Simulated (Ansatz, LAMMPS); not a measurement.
# Amorphous TiO2 at 3.19 g/cm^3 (84 atoms): relaxation and levels of theory

Which bonds does the relaxation leave, and how do the Kohn-Sham gap, forces and pressure change with k-mesh and functional?

Calculated with Ansatz 0.2.0: Kohn-Sham DFT, PBE, PAW (set soft_2), plane waves; cutoff 420 eV, Γ point, fermi-dirac smearing of 0.025 eV.

**The cell**

Density at the start: 3.20 g/cm³. The cell holds 84 atoms: 28 Ti and 56 O. Its edges and angles: a = 10.514 Å, b = 10.514 Å, c = 10.514 Å, α = 90.0°, β = 90.0°, γ = 90.0°. 84 atoms (28 Ti, 56 O) placed at random at 3.19 g/cm³, melted at 5000 K for 10 ps at fixed volume with the Morse and Coulomb pair potential with partial charges (Pedone, Malavasi, Menziani, Cormack and Segre, J. Phys. Chem. B 110, 11780 (2006)). Quenched from 5000 K to 300 K at 50 K/ps and fixed volume, held 5 ps, then minimised at fixed cell.

The atoms were relaxed with PBE. The walk converged after 14 steps, with a largest force component of 0.0340 eV/Å; it began at an r.m.s. force component of 0.61 eV/Å. The energy fell by 48.9 meV an atom.

The input of the reference single point:

```yaml
crystal:
  lattice:
    - [10.5139, 0.0, 0.0]
    - [0.0, 10.5139, 0.0]
    - [0.0, 0.0, 10.5139]
  atoms:
    - { symbol: Ti, position: [0.28929, 0.60558, 0.93142] }
    - { symbol: Ti, position: [0.09105, 0.85173, 0.24681] }
    - { symbol: Ti, position: [0.3124, 0.12004, 0.24668] }
    - { symbol: Ti, position: [0.98857, 0.99047, 0.52091] }
    [... 78 atom lines left out ...]
    - { symbol: O, position: [0.92336, 0.29402, 0.7471] }
    - { symbol: O, position: [0.38114, 0.86311, 0.68851] }
kpoints:
  mp_grid: { grid: [1, 1, 1] }
hamiltonian:
  xc: pbe
scf:
  occupations: { method: fermi_dirac, width: 0.025 }
output:
  forces: true
  stress: true
  populations: true
  dos:
    method: { smearing: { sigma: 0.08 } }
    de: 0.05
    projected: { site_lists: { O: [O], Ti: [Ti] } }
  eigenvalues: true
  write_density: true
  write_potential: true
  volumetric_format: npy
```

**Bonds after relaxation**

Bonds by pair of elements; cutoffs follow the first minimum of g(r), held within bounds set by covalent radii, and pairs that aren't listed don't count as bonded:

| pair A-B | cutoff (Å) | bonds | mean length (Å) | spread (Å) | shortest (Å) | B about A | A about B |
| --- | --- | --- | --- | --- | --- | --- | --- |
| O-Ti | 2.73 | 139 | 1.94 | 0.176 | 1.73 | 2.48 | 4.96 |

How many atoms have how many bonded neighbours:

| element | mean | 2 | 3 | 4 | 5 | 6 |
| --- | --- | --- | --- | --- | --- | --- |
| O | 2.48 | 30 | 25 | 1 | 0 | 0 |
| Ti | 4.96 | 0 | 0 | 7 | 15 | 6 |

**Levels of theory**

Single points at the relaxed geometry:

```
functional  k-mesh  Kohn-Sham gap (eV)  pressure (GPa)  r.m.s. force component (eV/Å)  SCF cycles     time
       PBE   1×1×1               2.793            0.05                          0.010          13     20 s
       PBE   2×2×2               2.785            0.04                          0.019          13    3 min
     HSE06   1×1×1               4.304           -5.57                          0.184          29  6.3 min
    r2SCAN   1×1×1               3.140           -3.66                          0.063          13     49 s
    PBEsol   1×1×1               2.769           -4.43                          0.074          14     20 s
```

The gap is that between the highest filled and lowest empty Kohn-Sham level on the run's k-points. Cutoffs: 420 eV for PBE, HSE06 and PBEsol; 500 eV for r2SCAN. Times come from shared hosts and are rough.

**Findings**

By these cutoffs 54 % of O atoms have 2 and 54 % of Ti atoms have 5 neighbours. The Kohn-Sham gap is 2.79 eV with PBE on the 1×1×1 mesh and 2.79 eV on 2×2×2. On the 1×1×1 mesh HSE06 changes the gap by +1.51 eV against PBE. Carrying that shift over to the 2×2×2 mesh gives 2.79 + 1.51 = 4.30 eV, an estimate that takes the shift to be alike at all k-points. On the reference's mesh the gap changes with r2SCAN by +0.35 eV and PBEsol by -0.02 eV. Against the reference the pressure changes with HSE06 by -5.6 GPa, r2SCAN by -3.7 GPa and PBEsol by -4.5 GPa; a negative change means a smaller volume than PBE would take. The denser mesh moves the energy by -0.5 meV/atom and the pressure by -0.01 GPa.

Limits: All single points share the geometry relaxed with PBE. The density was set when the cell was made, as one point of a scan, and needn't be that of the real material. One sample; tail or defect levels can set the gap of a disordered cell. The quench rate of 50 K/ps is many orders above laboratory rates, so the cell is likely richer in defects and strain than a real sample. The network of bonds at the start is that of the classical potential that made the cell, and needn't be the one that DFT or experiment would give. In some runs the program notes that it cut back its work space to fit the memory limit, the exchange threshold is loose for the stress and the SCF threshold is loose for the stress.

[Logs are printed without paths, hosts, clocks, repeated set-up lines and the standing remarks that a program may print on its own settings, such as how far it seeks lower states.]

[Hosts, paths, dates, database ids (printed as entryN), source tags and the programs' standing remarks are cut or masked in the printed files.]
